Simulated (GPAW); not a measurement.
# Os (P6_3/mmc) in GPAW: notebook

Aim: see how the results for Os move with the level of theory and the settings. Levels: BLYP+D4, PBE. Tasks: relaxation of cell and atoms, single point.

Program: GPAW 26.7.0. These are calculated values, not measurements. Logs are shortened: lines on timing, memory, paths and dates and some standing lists are left out, and cuts for length are marked. The log counts tension as positive stress, the text compression.

## 1. The crystal as given

The structure is hexagonal, space group P6_3/mmc (No. 194). The conventional cell has a = 2.734 Å, b = 2.734 Å, c = 4.320 Å, α = 90.00°, β = 90.00°, γ = 120.00°. Os (site symmetry -6m2) is surrounded by 12 Os at 2.68 to 2.73 Å.

## 2. Relaxation of cell and atoms, BLYP+D4

Input file run.py:

```python
from ase.calculators.mixing import SumCalculator
from ase.filters import FrechetCellFilter
from ase.io import read, write
from ase.optimize import FIRE
from dftd4.ase import DFTD4
from gpaw import GPAW, PW, setup_paths

setup_paths.insert(0, '.')

atoms = read('Os.xyz')

calc = GPAW(mode=PW(600),
            xc='BLYP',
            kpts={'size': (11, 11, 6), 'gamma': True},
            occupations={'name': 'fermi-dirac', 'width': 0.05},
            nbands=27,
            convergence={'density': 1e-05, 'forces': 0.0001},
            eigensolver='davidson',
            maxiter=150,
            txt='gpaw.txt')
atoms.calc = SumCalculator([calc, DFTD4(method='blyp')])
opt = FIRE(FrechetCellFilter(atoms), trajectory='relax.traj', logfile='-')
done = opt.run(fmax=0.02, steps=60)
calc.write('gs.gpw')
write('result.traj', atoms)
print('Converged:', done)
print('Cell:', atoms.cell.cellpar().round(4))
print('Volume:', round(atoms.get_volume(), 4))
print(atoms.get_scaled_positions().round(5))
```

Input file Os.xyz:

```xyz
2
Lattice="2.7341000000 0.0000000000 0.0000000000 -1.3670500000 2.3678000565 0.0000000000 0.0000000000 0.0000000000 4.3197000000" Properties=species:S:1:pos:R:3 pbc="T T T"
Os     1.3670500001      0.7892666854      3.2397750000
Os    -0.0000000001      1.5785333711      1.0799250000
```

Potentials or basis: PAW data sets generated in the run's folder for this functional, pw.

Run with:

```bash
gpaw-setup -f BLYP Os
OMP_NUM_THREADS=1 python run.py
```

gpaw.txt:

```text
__  _  _
 | _ |_)|_||  |
 |__||  | ||/\| - 26.7.0

Input parameters:
  mode=PW(ecut=600.0),
  convergence={'density': 1e-05, 'forces': 0.0001},
  eigensolver=Davidson(niter=2),
  kpts=MonkhorstPack(size=(11, 11, 6), gamma=True),
  maxiter=150,
  nbands=27,
  occupations=Occupations(name='fermi-dirac', width=0.05),
  xc=XC(name='BLYP')

Diagonalizing LCAO Hamiltonian
Converting LCAO to pw mode

          Os

        Os

Atoms  # Å, Bohr magnetons
|   | symbol |         x |        y |        z |    initial magnetic moments |
|---|--------|-----------|----------|----------|-----------------------------|
| 0 |     Os |  1.367050 | 0.789267 | 3.239775 | ( 0.0000,  0.0000,  0.0000) |
| 1 |     Os | -0.000000 | 1.578533 | 1.079925 | ( 0.0000,  0.0000,  0.0000) |

Unit cell  # Å
| periodic |         x |        y |        z |  lengths |     angles |
|----------|-----------|----------|----------|----------|------------|
|      yes |  2.734100 | 0.000000 | 0.000000 | 2.734100 |  90.000000 |
|      yes | -1.367050 | 2.367800 | 0.000000 | 2.734100 |  90.000000 |
|      yes |  0.000000 | 0.000000 | 4.319700 | 4.319700 | 120.000000 |

Number of symmetries: 12
Symmetry operations  # r_c * U_cc + t_c -> r_c
|    | kind |            matrix            |
|----|------|------------------------------|
|  0 |  σ   |  1, 1, 0,  0,-1, 0,  0, 0, 1 |
|  1 |  S6  |  1, 1, 0, -1, 0, 0,  0, 0,-1 |
|  2 |  E   |  1, 0, 0,  0, 1, 0,  0, 0, 1 |
|  3 |  C2  |  1, 0, 0, -1,-1, 0,  0, 0,-1 |
|  4 |  C2  |  0, 1, 0,  1, 0, 0,  0, 0,-1 |
|  5 |  C3  |  0, 1, 0, -1,-1, 0,  0, 0, 1 |
|  6 |  S6  |  0,-1, 0,  1, 1, 0,  0, 0,-1 |
|  7 |  σ   |  0,-1, 0, -1, 0, 0,  0, 0, 1 |
[... 103 lines left out ...]
xc functional:
  name: BLYP with 2 nearest neighbor stencil

convergence criteria:
- Maximum integral of absolute [dens]ity change: 1e-05 electrons / valence electron
- Maximum change in the atomic [forces] across last 2 cycles: 0.0001 eV/Ang OR
Maximum error relative to the maximum force is below inf
- Maximum [total energy] change in last 3 cyles: 0.0005 eV / valence electron
- Maximum integral of absolute [eigenst]ate change: 4e-08 eV^2 / valence electron
maximum number of iterations: 150

SCF iterations
|iter     | |      energy | eigst |  dens |force |
|---------|-|-------------|-------|-------|------|
|iter:   1| |  -19.290882 | +0.11 |       |      |
|iter:   2| |  -19.258700 | -1.23 | -1.37 |      |
|iter:   3| |  -19.013960 | -1.84 | -1.39 |      |
|iter:   4| |  -18.989449 | -2.76 | -1.94 |      |
|iter:   5| |  -18.994514 | -2.62 | -2.29 |      |
|iter:   6| |  -18.994817c| -3.36 | -3.20 |      |
|iter:   7| |  -18.994880c| -4.12 | -3.67 |      |
|iter:   8| |  -18.994883c| -4.85 | -3.92 |      |
|iter:   9| |  -18.994884c| -5.97 | -4.24 |      |
|iter:  10| |  -18.994884c| -6.60 | -4.78 |      |
|iter:  11| |  -18.994884c| -7.88c| -5.26c|      |
|iter:  12| |  -18.994884c| -8.50c| -5.75c|-4.83c|

Converged in 12 steps
Energy contributions relative to reference atoms: (reference = -937900.949547)

Energy contributions:
  Kinetic:          29.538004
  Coulomb:         -29.177451
  Zero:             -0.403476
  External:          0.000000
  Xc:              -18.944997
  Entropy:          -0.013927
  Spinorbit:         0.000000
  ----------------------------
  Free energy:     -19.001848
  Extrapolated:    -18.994884
[... 181 lines left out ...]
convergence criteria:
- Maximum integral of absolute [dens]ity change: 1e-05 electrons / valence electron
- Maximum change in the atomic [forces] across last 2 cycles: 0.0001 eV/Ang OR
Maximum error relative to the maximum force is below inf
- Maximum [total energy] change in last 3 cyles: 0.0005 eV / valence electron
- Maximum integral of absolute [eigenst]ate change: 4e-08 eV^2 / valence electron
maximum number of iterations: 150

SCF iterations
|iter     | |      energy | eigst |  dens |force |
|---------|-|-------------|-------|-------|------|
|iter:   1| |  -19.026864 |       |       |      |
|iter:   2| |  -19.026231 | -4.21 | -2.33 |      |
|iter:   3| |  -19.023463c| -3.97 | -2.37 |      |
|iter:   4| |  -19.023540c| -5.10 | -3.25 |      |
|iter:   5| |  -19.023666c| -4.72 | -3.42 |      |
|iter:   6| |  -19.023667c| -6.00 | -4.70 |      |
|iter:   7| |  -19.023668c| -6.72 | -4.79 |      |
|iter:   8| |  -19.023668c| -7.99c| -5.20c|      |
|iter:   9| |  -19.023668c| -8.80c| -5.86c|-3.61 |
|iter:  10| |  -19.023668c| -9.38c| -6.11c|-4.70c|

Converged in 10 steps
Energy contributions relative to reference atoms: (reference = -937900.949547)

Energy contributions:
  Kinetic:          26.567566
  Coulomb:         -26.615727
  Zero:             -0.397306
  External:          0.000000
  Xc:              -18.571154
  Entropy:          -0.014093
  Spinorbit:         0.000000
  ----------------------------
  Free energy:     -19.030714
  Extrapolated:    -19.023668

dipole moment: (-0.000001, -0.000001, -0.000002)  # |e|*Ang
[... 179 lines left out ...]
convergence criteria:
- Maximum integral of absolute [dens]ity change: 1e-05 electrons / valence electron
- Maximum change in the atomic [forces] across last 2 cycles: 0.0001 eV/Ang OR
Maximum error relative to the maximum force is below inf
- Maximum [total energy] change in last 3 cyles: 0.0005 eV / valence electron
- Maximum integral of absolute [eigenst]ate change: 4e-08 eV^2 / valence electron
maximum number of iterations: 150

SCF iterations
|iter     | |      energy | eigst |  dens |force |
|---------|-|-------------|-------|-------|------|
|iter:   1| |  -19.063824 |       |       |      |
|iter:   2| |  -19.062407 | -3.90 | -2.16 |      |
|iter:   3| |  -19.056228c| -3.63 | -2.20 |      |
|iter:   4| |  -19.056402c| -4.78 | -3.08 |      |
|iter:   5| |  -19.056666c| -4.39 | -3.25 |      |
|iter:   6| |  -19.056668c| -5.66 | -4.54 |      |
|iter:   7| |  -19.056668c| -6.39 | -4.63 |      |
|iter:   8| |  -19.056668c| -7.61c| -5.05c|      |
|iter:   9| |  -19.056668c| -8.40c| -5.70c|-3.36 |
|iter:  10| |  -19.056668c| -9.00c| -5.96c|-4.74c|

Converged in 10 steps
Energy contributions relative to reference atoms: (reference = -937900.949547)

Energy contributions:
  Kinetic:          22.343610
  Coulomb:         -22.970197
  Zero:             -0.388732
  External:          0.000000
  Xc:              -18.034178
  Entropy:          -0.014340
  Spinorbit:         0.000000
  ----------------------------
  Free energy:     -19.063838
  Extrapolated:    -19.056668

dipole moment: (-0.000001, -0.000001, -0.000002)  # |e|*Ang
[... 26 lines left out ...]
No gap
No difference between direct/indirect transitions

Stress tensor  # eV/Ang^3
|         x |         y |         z |
|-----------|-----------|-----------|
| -0.080070 |  0.000000 |  0.000000 |
|  0.000000 | -0.080070 |  0.000000 |
|  0.000000 |  0.000000 | -0.076690 |

Forces  # eV/Ang
|        x |       y |        z |
|----------|---------|----------|
|  0.00000 | 0.00000 |  0.00001 |  # Os   0
| -0.00000 | 0.00000 | -0.00001 |  # Os   1

Interpolating wave functions to new cell

          Os

        Os

Atoms  # Å, Bohr magnetons
|   | symbol |         x |        y |        z |    initial magnetic moments |
|---|--------|-----------|----------|----------|-----------------------------|
| 0 |     Os |  1.376444 | 0.794690 | 3.260355 | ( 0.0000,  0.0000,  0.0000) |
| 1 |     Os | -0.000000 | 1.589381 | 1.086784 | ( 0.0000,  0.0000,  0.0000) |

Unit cell  # Å
| periodic |         x |        y |        z |  lengths |     angles |
|----------|-----------|----------|----------|----------|------------|
|      yes |  2.752888 | 0.000000 | 0.000000 | 2.752888 |  90.000000 |
|      yes | -1.376444 | 2.384071 | 0.000000 | 2.752888 |  90.000000 |
|      yes |  0.000000 | 0.000000 | 4.347140 | 4.347140 | 120.000000 |
[... 626 lines left out ...]
          Os

        Os

Atoms  # Å, Bohr magnetons
|   | symbol |         x |        y |        z |    initial magnetic moments |
|---|--------|-----------|----------|----------|-----------------------------|
| 0 |     Os |  1.374644 | 0.793651 | 3.254405 | ( 0.0000,  0.0000,  0.0000) |
| 1 |     Os | -0.000000 | 1.587302 | 1.084800 | ( 0.0000,  0.0000,  0.0000) |

Unit cell  # Å
| periodic |         x |         y |        z |  lengths |     angles |
|----------|-----------|-----------|----------|----------|------------|
|      yes |  2.749288 | -0.000000 | 0.000000 | 2.749288 |  90.000000 |
|      yes | -1.374644 |  2.380954 | 0.000000 | 2.749288 |  90.000000 |
|      yes |  0.000000 |  0.000000 | 4.339205 | 4.339205 | 120.000000 |

Number of symmetries: 12
Symmetry operations  # r_c * U_cc + t_c -> r_c
|    | kind |            matrix            |
|----|------|------------------------------|
|  0 |  σ   |  1, 1, 0,  0,-1, 0,  0, 0, 1 |
|  1 |  S6  |  1, 1, 0, -1, 0, 0,  0, 0,-1 |
|  2 |  E   |  1, 0, 0,  0, 1, 0,  0, 0, 1 |
|  3 |  C2  |  1, 0, 0, -1,-1, 0,  0, 0,-1 |
|  4 |  C2  |  0, 1, 0,  1, 0, 0,  0, 0,-1 |
|  5 |  C3  |  0, 1, 0, -1,-1, 0,  0, 0, 1 |
|  6 |  S6  |  0,-1, 0,  1, 1, 0,  0, 0,-1 |
|  7 |  σ   |  0,-1, 0, -1, 0, 0,  0, 0, 1 |
|  8 |  σ   | -1, 0, 0,  1, 1, 0,  0, 0, 1 |
|  9 |  i   | -1, 0, 0,  0,-1, 0,  0, 0,-1 |
| 10 |  C3  | -1,-1, 0,  1, 0, 0,  0, 0, 1 |
| 11 |  C2  | -1,-1, 0,  0, 1, 0,  0, 0,-1 |
[... 102 lines left out ...]
convergence criteria:
- Maximum integral of absolute [dens]ity change: 1e-05 electrons / valence electron
- Maximum change in the atomic [forces] across last 2 cycles: 0.0001 eV/Ang OR
Maximum error relative to the maximum force is below inf
- Maximum [total energy] change in last 3 cyles: 0.0005 eV / valence electron
- Maximum integral of absolute [eigenst]ate change: 4e-08 eV^2 / valence electron
maximum number of iterations: 150

SCF iterations
|iter     | |      energy | eigst |  dens |force |
|---------|-|-------------|-------|-------|------|
|iter:   1| |  -19.044570 |       |       |      |
|iter:   2| |  -19.044539 | -5.56 | -3.01 |      |
|iter:   3| |  -19.044381c| -5.31 | -3.05 |      |
|iter:   4| |  -19.044386c| -6.46 | -3.87 |      |
|iter:   5| |  -19.044390c| -6.09 | -4.08 |      |
|iter:   6| |  -19.044390c| -7.32 | -5.43c|      |
|iter:   7| |  -19.044389c| -8.07c| -5.45c|      |
|iter:   8| |  -19.044389c| -9.20c| -5.84c|-4.04c|

Converged in 8 steps
Energy contributions relative to reference atoms: (reference = -937900.949547)

Energy contributions:
  Kinetic:          24.082978
  Coulomb:         -24.472577
  Zero:             -0.392351
  External:          0.000000
  Xc:              -18.255332
  Entropy:          -0.014215
  Spinorbit:         0.000000
  ----------------------------
  Free energy:     -19.051497
  Extrapolated:    -19.044389

dipole moment: (-0.000001, -0.000001, -0.000002)  # |e|*Ang
[... 29 lines left out ...]
Stress tensor  # eV/Ang^3
|         x |         y |         z |
|-----------|-----------|-----------|
| -0.092199 | -0.000000 |  0.000000 |
| -0.000000 | -0.092199 | -0.000000 |
|  0.000000 | -0.000000 | -0.091666 |

Forces  # eV/Ang
|        x |        y |        z |
|----------|----------|----------|
|  0.00000 | -0.00000 | -0.00007 |  # Os   0
| -0.00000 |  0.00000 |  0.00007 |  # Os   1

# Writing to gs.gpw (mode='')
```

It took 3 min on 1 thread of Arm Neoverse V1, shared host; peak memory 0.31 GiB.

Results:

```yaml
Free_energy: -21.6857 eV
Relaxed_volume: 14.20 Å³/atom
Relaxed_cell: a = 2.749 Å, b = 2.749 Å, c = 4.339 Å, α = 90.00°, β = 90.00°, γ = 120.00°
Space_group_after_relaxing_to_0.05_Å: P6_3/mmc (No. 194)
Energy_gained_by_relaxing: 4.4 meV/atom
Ionic_steps: 7
Pressure_after_relaxing: 0.1 GPa
Band_gap_on_the_k_mesh: none (metal or under the smearing width)
Dispersion_energy_per_atom: -1.317 eV
```

Stress tensor (GPa, compression positive):
```
0.15 0.00 0.00
0.00 0.15 0.00
0.00 0.00 0.02
```

The path:
```csv
step,energy change (eV),largest force (eV/Å),pressure (GPa),volume (Å³)
1,0.0000,0.0000,6.40,27.96
2,-0.0069,0.0000,2.95,28.20
3,-0.0080,0.0000,-1.85,28.55
4,-0.0082,0.0000,-1.62,28.53
5,-0.0085,0.0000,-1.17,28.50
6,-0.0088,0.0000,-0.57,28.45
7,-0.0088,0.0001,0.11,28.40
```

Final structure:
```
Os
1.0
     2.74929    0.00000    0.00000
    -1.37464    2.38095    0.00000
     0.00000    0.00000    4.33921
Os
2
Direct
  0.66667 0.33333 0.75000
  0.33333 0.66667 0.25000
```

Caveat: later steps reuse the first step's grids; pairwise dispersion overbinds metals, which lowers pressure and volume. Zero-point motion and thermal expansion aren't in these numbers.

(Continued in part 2 of 2.)
